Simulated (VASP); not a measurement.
System: YN (rock salt type, first atom moved by 0.06 Å along [111]), 2 atoms in the cell.

```
CELL_PARAMETERS angstrom
0.00000 2.46000 2.46000
2.46000 0.00000 2.46000
2.46000 2.46000 0.00000
ATOMIC_POSITIONS crystal
Y 0.00704 0.00704 0.00704
N 0.50000 0.50000 0.50000
```

Code and potentials: VASP, Y_sv/N, 520 eV. Settings: k-mesh 4×4×4 Γ-centred; Fermi–Dirac smearing of 0.05 eV; no spin polarisation. For HSE06: HFSCREEN = 0.208; HFRCUT = 0; PRECFOCK = Normal.

One run gave:

```yaml
Pressure: -0.99 GPa
Gap_on_the_mesh: 0.31 eV
```

| atom | Fx (eV/Å) | Fy (eV/Å) | Fz (eV/Å) |
| --- | --- | --- | --- |
| Y1 | 0.072 | 0.072 | 0.072 |
| N2 | -0.072 | -0.072 | -0.072 |

Which level of theory was it?
A. PBE
B. HSE06

A. All runs:

```
level  pressure (GPa)  gap (eV)  rms force (eV/Å)
  PBE           -0.99      0.31             0.125
HSE06           -3.74      1.22             0.022
```

VASP prints the stress at a fixed plane-wave basis, so it holds the Pulay stress of this cutoff.

The k-mesh is coarse, so these values belong to this mesh and can lie far from the converged ones. Where the force pushes the moved atom further off its site, the soft mode may be real or faked by the k-mesh. A gap read on the mesh is an upper bound of this method's gap, since the mesh can miss a band edge. Spin–orbit coupling is left out; with heavy elements it can shift the gap and split levels by tenths of an eV. Potentials made with PBE were used with another functional (at least in: VASP, Y_sv/N, 520 eV (HSE06)). Semilocal functionals give gaps that mostly lie well below measured ones.
